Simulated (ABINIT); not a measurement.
**Hf in ABINIT: the effect of potentials**

Hf:

```xyz
2
Lattice="3.1967 0.0000 0.0000 -1.5983 2.7684 0.0000 0.0000 0.0000 5.0578" Properties=species:S:1:pos:R:3 pbc="T T T"
Hf    1.5984    0.9228    3.7934
Hf    0.0000    1.8456    1.2645
```

Alike in all runs:

* Program: ABINIT 10.8.3 (patched build)
* Task: band structure
* Functional: r2SCAN
* k mesh: 10 × 10 × 5
* Occupations: fermi-dirac, width 0.05 eV
* Spin: no spin polarisation

Question: One run gave: pressure -1.9 GPa. Which potentials did it use?
A. PseudoDojo NC SR PBE v0.4.1 standard
B. SG15 NC PBE v1.2
C. JTH PAW PBE v2.0
D. Ansatz PAW PBE default generated set, frozen core

Answer: A.

| potentials | cutoff | pressure (GPa) |
| --- | --- | --- |
| Ansatz PAW PBE default generated set, frozen core | 490 eV | -0.3 |
| JTH PAW PBE v2.0 | 626 eV | -0.3 |
| SG15 NC PBE v1.2 | 980 eV | -6.6 |
| PseudoDojo NC SR PBE v0.4.1 standard | 952 eV | -1.9 |

Caveats: the PAW data sets were made with another functional, which shifts forces and pressure a little (some runs); the potentials were made for another functional, which shifts forces and pressure (some runs); a meta-GGA on potentials with a model core is unreliable (some runs).

The runs don't all hold the same shells in valence.
